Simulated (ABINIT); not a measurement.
Runs of ABINIT 10.8.3 (patched build) on WC (Qusongite). Symmetry: P-6m2, No. 187, hexagonal system. The conventional cell has a = 2.907 Å, b = 2.907 Å, c = 2.837 Å, α = 90.00°, β = 90.00°, γ = 120.00°. W (site symmetry -6m2) has 6 C at 2.20 Å as nearest neighbours. C (site symmetry -6m2) has 6 W at 2.20 Å as nearest neighbours. 

```tsv
level	spin	cutoff (eV)	fine-grid cutoff	gap on the mesh (eV)	pressure (GPa)
LDA	off	626	1224.51 eV	none	-8.9
PBE	SOC, no magnetisation	517	1034.03 eV	none	(b)
RPBE	off	626	1224.51 eV	none	(a)
WC	off	626	1224.51 eV	none	-1.0
revPBE	off	626	1224.51 eV	none	9.2
```

Alike in all rows: task band structure; potentials or basis JTH PAW PBE v2.0; cell as given; k mesh 10 × 10 × 9; smearing fermi-dirac 0.05 eV.

Question: Fill in the values left out.

Answer: (a) 10.4; (b) 6.9.

Caveats: the PAW data sets were made with another functional, which shifts forces and pressure a little (some runs); spin-orbit coupling is left out, which moves the levels of the heavy elements (some runs).

A k mesh can miss the band edges, and rows without SOC leave out spin-orbit coupling on W.

A gap of «none» marks a metal or a gap under the smearing width.
